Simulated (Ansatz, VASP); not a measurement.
## Two plane-wave programs on BaS

Contents of INCAR:

```
PREC = Accurate
ENCUT = 520
EDIFF = 1E-6
ISMEAR = 0
SIGMA = 0.02
LREAL = False
LASPH = True
NELM = 100
ALGO = Normal
ISIF = 2
LWAVE = False
LCHARG = True
GGA = PS
LELF = True
LVHAR = True
NBANDS = 15
```

KPOINTS

```
regular mesh
0
Gamma
  8 8 8
```

File POSCAR:

```
BaS
1.0
    0.0000000000      3.2415604375      3.2415604375
    3.1138104375      0.1277500000      3.1138104375
    3.2415604375      3.2415604375      0.0000000000
Ba S
1 1
Direct
    0.0135581277     -0.0406743830      0.0135581277
    0.4864418723      0.5406743830      0.4864418723
```

Input for Ansatz:

```yaml
crystal:
  lattice:
    - [0.0, 3.2415604375, 3.2415604375]
    - [3.1138104375, 0.12775, 3.1138104375]
    - [3.2415604375, 3.2415604375, 0.0]
  atoms:
    - { symbol: Ba, position: [0.0135581277, -0.040674383, 0.0135581277] }
    - { symbol: S, position: [0.4864418723, 0.540674383, 0.4864418723] }
basis:
  ecutwfc: 420
kpoints:
  mp_grid: { grid: [8, 8, 8] }
hamiltonian:
  xc: pbesol
scf:
  occupations: { method: gaussian, width: 0.02 }
output:
  forces: true
  stress: true
  eigenvalues: true
```

Alike in both runs: task single point; functional PBEsol; k mesh 8 × 8 × 8; occupations gaussian, width 0.02 eV; no spin polarisation.

|  | VASP | Ansatz |
| --- | --- | --- |
| version | VASP 6.6.1 | Ansatz 0.2.0 |
| potentials or method | VASP PAW PBE potentials, release 64 (Ba_sv, S) | scalar-relativistic, plane waves, PAW |
| plane-wave cutoff (eV) | 520 | 420 |
| valence electrons in the cell | 16 | 16 |

VASP gave:

```
gap on the k mesh at the Fermi level (eV)       : 2.26
least direct gap on the mesh (eV)               : 2.43
pressure (GPa)                                  : 0.9
largest component of the traceless stress (GPa) : 0.32
rms of the force components (eV/Å)              : 0.330
```

**Question.** What did Ansatz give for the same quantities?

**Answer.** gap on the k mesh at the Fermi level (eV): 2.34; least direct gap on the mesh (eV): 2.48; pressure (GPa): 0.1; largest component of the traceless stress (GPa): 0.35; rms of the force components (eV/Å): 0.300.

Atom by atom the forces differ by 0.030 eV/Å (rms over components).

Caveats: the PAW data sets were made with another functional, which shifts forces and pressure a little (VASP); spin-orbit coupling is left out, which moves the levels of the heavy elements. A k mesh can miss the band edges.
